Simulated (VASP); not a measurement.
# ZnO (Cmmm) in VASP: equation of state, part 2 of 2

VASP 6.6.1.

## 6. Equation of state, PBE, 14.92 Å³/atom (volume scaled by 1.04)

Input file INCAR:

```
PREC     = Accurate       # precision mode
ENCUT    = 520            # plane-wave cutoff, eV
EDIFF    = 1E-7           # SCF threshold, eV
ISMEAR   = -1             # smearing method
SIGMA    = 0.05           # smearing width, eV
LREAL    = F              # projectors in reciprocal space
LASPH    = T              # aspherical terms in the spheres
NELM     = 80             # most SCF steps
ALGO     = Normal         # electronic algorithm
ISIF     = 2              # what is computed and relaxed
LWAVE    = F              # write WAVECAR
LCHARG   = F              # write CHGCAR
GGA      = PE             # functional
NBANDS   = 16             # bands
```

Input file KPOINTS:

```
Automatic mesh
0
Gamma
  10 10 9
```

Input file POSCAR:

```
ZnO
1.0
    1.4520904523     -3.5734942700      0.0000000000
    1.4520904523      3.5734942700      0.0000000000
    0.0000000000      0.0000000000      2.8758428361
Zn O
1 1
Direct
    0.0000000000      0.0000000000      0.0000000000
    0.5000000000      0.5000000000      0.5000000000
```

Potentials or basis: VASP PAW PBE potentials, release 64 (Zn, O).

The run is started by

```
$ cat potpaw_PBE.64/Zn/POTCAR potpaw_PBE.64/O/POTCAR > POTCAR
$ mpirun -np 1 vasp_std > vasp.out
```

OUTCAR:

```text
PREC = Accurate
   ENCUT = 520
   EDIFF = 1E-7
   ISMEAR = -1
   LREAL = F
   LASPH = T
   NELM = 80
   ISIF = 2
   GGA = PE

 Found    155 irreducible k-points:

 Following reciprocal coordinates:
            Coordinates               Weight
  0.000000  0.000000  0.000000      1.000000
  0.100000  0.000000  0.000000      4.000000
  0.200000  0.000000  0.000000      4.000000
  0.300000 -0.000000  0.000000      4.000000
  0.400000  0.000000  0.000000      4.000000
  0.500000  0.000000  0.000000      2.000000
   k-points           NKPTS =    155   k-points in BZ     NKDIM =    155   number of bands    NBANDS=     16
   number of dos      NEDOS =    301   number of ions     NIONS =      2
   total plane-waves  NPLWV =  21600
   dimension x,y,z NGX =    30 NGY =   30 NGZ =   24
   dimension x,y,z NGXF=    60 NGYF=   60 NGZF=   48
   ions per type =               1   1
   NGX,Y,Z   is equivalent  to a cutoff of  12.93, 12.93, 13.87 a.u.
   NGXF,Y,Z  is equivalent  to a cutoff of  25.86, 25.86, 27.75 a.u.
 SYSTEM =  unknown system
   PREC   = accura    normal or accurate (medium, high low for compatibility)
   ISTART =      0    job   : 0-new  1-cont  2-samecut
   ICHARG =      2    charge: 1-file 2-atom 10-const
   ISPIN  =      1    spin polarized calculation?
   LNONCOLLINEAR =      F non collinear calculations
   LSORBIT =      F    spin-orbit coupling
   LASPH  =      T    aspherical Exc in radial PAW
   ENCUT  =  520.0 eV  38.22 Ry    6.18 a.u.   7.17  7.17  5.35*2*pi/ulx,y,z
   NELM   =     80;   NELMIN=  2; NELMDL= -5     # of ELM steps
   EDIFF  = 0.1E-06   stopping-criterion for ELM
   LREAL  =      F    real-space projection
   EDIFFG = 0.1E-05   stopping-criterion for IOM
   NSW    =      0    number of steps for IOM
   IBRION =     -1    ionic relax: 0-MD 1-quasi-New 2-CG
   NFREE  =      0    steps in history (QN), initial steepest desc. (CG)
   ISIF   =      2    stress and relaxation
   ISYM   =      2    0-nonsym 1-usesym 2-fastsym
   POTIM  = 0.5000    time-step for ionic-motion
   TEBEG  =    0.0;   TEEND  =   0.0 temperature during run
   PSTRESS=    0.0 pullay stress
   NELECT =      18.0000    total number of electrons
   NUPDOWN=      -1.0000    fix difference up-down
   EMIN   =  10.00;   EMAX   =-10.00  energy-range for DOS
   EFERMI =   0.00;   METHOD = LEGACY
   ISMEAR =    -1;   SIGMA  =   0.05  broadening in eV -4-tet -1-fermi 0-gaus
   EFERMI_NEDOS =   21; number of points for ismear=-14 and -15
   IALGO  =     38    algorithm
   IMIX   =      4    mixing-type and parameters
     AMIX     =   0.40;   BMIX     =  1.00
     AMIX_MAG =   1.60;   BMIX_MAG =  1.00
  volume/ion in A,a.u.               =      14.92       100.70
  Fermi-wavevector in a.u.,A,eV,Ry     =   1.383158  2.613789 26.029649  1.913125
  Thomas-Fermi vector in A             =   2.507782
   LORBIT       =      0    0 simple, 1 ext, 2 COOP (PROOUT), +10 PAW based schemes
   GGA     = PE    functional components
   LHFCALC =     F    Hartree Fock is set to
   AEXX    =    0.0000 exact exchange contribution
   IVDW    =     0    specifies the selected vdW correction
   LEPSILON=     F    determine dielectric tensor
   LRPA    =     F    only Hartree local field effects (RPA)
 non-spin polarized calculation
  energy-cutoff  :      520.00
  volume of cell :       29.85
 maximum number of plane-waves:       824
 NGX is ok and might be reduce to    30
   NGX = 15   NGY = 15   NGZ = 11

 number of electron      18.0000001 magnetization

 Free energy of the ion-electron system (eV)
  ---------------------------------------------------
  ext. energy  EPLUGINS =         0.00000000
  ---------------------------------------------------
  free energy    TOTEN  =        -8.18025014 eV

  energy without entropy =       -8.17923625  energy(sigma->0) =       -8.17974319

 E-fermi :   0.6819     XC(G=0):  -9.5868

 val. band max:        0.6559278143   @ k =  -0.1000   0.1000   0.0000
 cond. band min:       1.1186909324   @ k =   0.1000   0.0000   0.0000
 fundamental gap:      0.4627631181
 Fermi energy:         0.6818642031

 k-point     1 :       0.0000    0.0000    0.0000
  band No.  band energies     occupation
      1     -17.6600      2.00000
      2      -5.4031      2.00000
      3      -5.2633      2.00000
      4      -5.0031      2.00000
      5      -4.9627      2.00000
      6      -4.7478      2.00000
[... 8 lines left out ...]
     15      18.3573      0.00000
     16      19.0981      0.00000

 k-point     2 :       0.1000    0.0000    0.0000
  band No.  band energies     occupation
      1     -17.5878      2.00000
      2      -5.4422      2.00000
      3      -5.2493      2.00000
      4      -5.0694      2.00000
      5      -4.9611      2.00000
      6      -4.9279      2.00000
[... 8 lines left out ...]
     15      16.9488      0.00000
     16      19.0426      0.00000

 k-point     3 :       0.2000    0.0000    0.0000
  band No.  band energies     occupation
      1     -17.3903      2.00000
      2      -5.6870      2.00000
      3      -5.3062      2.00000
      4      -5.2643      2.00000
      5      -5.1529      2.00000
      6      -4.9565      2.00000
[... 8 lines left out ...]
     15      16.5455      0.00000
     16      19.4381      0.00000

 k-point     4 :       0.3000   -0.0000    0.0000
  band No.  band energies     occupation
      1     -17.1270      2.00000
      2      -6.2384      2.00000
      3      -5.6695      2.00000
      4      -5.4434      2.00000
      5      -5.0628      2.00000
      6      -4.9509      2.00000
[... 8 lines left out ...]
     15      15.9599      0.00000
     16      20.5815      0.00000

 k-point     5 :       0.4000    0.0000    0.0000
  band No.  band energies     occupation
      1     -16.8951      2.00000
      2      -6.8021      2.00000
      3      -5.9145      2.00000
      4      -5.5811      2.00000
      5      -4.9795      2.00000
      6      -4.9463      2.00000
[... 8 lines left out ...]
     15      16.4854      0.00000
     16      21.8255      0.00000

 k-point     6 :       0.5000    0.0000    0.0000
  band No.  band energies     occupation
      1     -16.8013      2.00000
      2      -7.0302      2.00000
      3      -6.0000      2.00000
      4      -5.6309      2.00000
      5      -4.9473      2.00000
      6      -4.9446      2.00000
[... 8 lines left out ...]
     15      17.1619      0.00000
     16      21.8328      0.00000

 [... further k-points ...]

------------------------ aborting loop because EDIFF is reached ----------------------------------------

  FORCE on cell =-STRESS in cart. coord.  units (eV):
  Direction    XX          YY          ZZ          XY          YZ          ZX
  --------------------------------------------------------------------------------------
  -------------------------------------------------------------------------------------
  Total       -0.8702784     -0.0447830     -0.8661318      0.0000000      0.0000000      0.0000000
  in kB      -46.7182854     -2.4040431    -46.4956854      0.0000000      0.0000000      0.0000000
  external PRESSURE =     -31.8726713 kB  Pullay stress =       0.0000000 kB

 VOLUME and BASIS-vectors are now :
 -----------------------------------------------------------------------------
  energy-cutoff  :      520.00
  volume of cell :       29.85
      direct lattice vectors                 reciprocal lattice vectors
     1.452090452 -3.573494270  0.000000000     0.344331167 -0.139919071  0.000000000
     1.452090452  3.573494270  0.000000000     0.344331167  0.139919071  0.000000000
     0.000000000  0.000000000  2.875842836     0.000000000  0.000000000  0.347724148

 POSITION                                       TOTAL-FORCE (eV/Angst)
 -----------------------------------------------------------------------------------
      0.00000      0.00000      0.00000        -0.000000      0.000000      0.000000
      1.45209      0.00000      1.43792         0.000000      0.000000      0.000000
 -----------------------------------------------------------------------------------
    total drift:                                0.000000      0.000000      0.000000

  FREE ENERGIE OF THE ION-ELECTRON SYSTEM (eV)
  ---------------------------------------------------
  free  energy   TOTEN  =        -8.1802501399 eV

  energy  without entropy=       -8.1792362500  energy(sigma->0) =       -8.17974319
```

Wall time 37 s (1 thread of Intel Xeon 6975P-C (Granite Rapids), shared host); peak memory 0.2 GiB.

What came out:

```yaml
Free_energy: -8.1803 eV
Pressure: -3.2 GPa
Band_gap_on_the_k_mesh: none (metal or under the smearing width)
```

## 7. Equation of state, PBE, 15.21 Å³/atom (volume scaled by 1.06)

Input file INCAR:

```
ALGO     = Normal         # electronic algorithm
EDIFF    = 1E-7           # SCF threshold, eV
ENCUT    = 520            # plane-wave cutoff, eV
GGA      = PE             # functional
ISIF     = 2              # what is computed and relaxed
ISMEAR   = -1             # smearing method
LASPH    = True           # aspherical terms in the spheres
LCHARG   = False          # write CHGCAR
LREAL    = False          # projectors in reciprocal space
LWAVE    = False          # write WAVECAR
NBANDS   = 16             # bands
NELM     = 100            # most SCF steps
PREC     = Accurate       # precision mode
SIGMA    = 0.05           # smearing width, eV
```

Input file KPOINTS:

```
k-points
0
Gamma
  10 10 9
```

Input file POSCAR:

```
ZnO
1.0
    1.4613396855     -3.5962559937      0.0000000000
    1.4613396855      3.5962559937      0.0000000000
    0.0000000000      0.0000000000      2.8941608003
Zn O
1 1
Direct
    0.0000000000      0.0000000000      0.0000000000
    0.5000000000      0.5000000000      0.5000000000
```

The run is started by

```
$ cat potpaw_PBE.64/Zn/POTCAR potpaw_PBE.64/O/POTCAR > POTCAR
$ mpirun -np 1 vasp_std > vasp.out
```

It took 44 s on 1 thread of Intel Xeon 6975P-C (Granite Rapids), shared host; peak memory 0.21 GiB.

The run converged. Its results:

| Quantity | Value |
| --- | --- |
| Free energy | -8.1661 eV |
| Pressure | -4.9 GPa |
| Band gap on the k mesh | none (metal or under the smearing width) |

## 8. Equation of state, PBE

Potentials or basis: VASP PAW PBE potentials, release 64 (Zn, O).

This step only gathers the single runs of the series.

What came out:

```yaml
Equilibrium_volume: 14.48 Å³/atom
Bulk_modulus_at_fixed_shape_and_positions: 109 GPa
Pressure_derivative_of_the_bulk_modulus: 4.5
```

Energy against volume, from the lowest point:
```tsv
volume (Å³/atom)	energy (meV/atom)
13.488	25.81
13.775	12.32
14.062	3.90
14.349	0.00
14.636	0.18
14.923	3.99
15.210	11.05
```

Caveat: the cell was scaled at fixed shape and fractional positions, which overstates the stiffness of a crystal with free parameters, most of all of layers and chains.
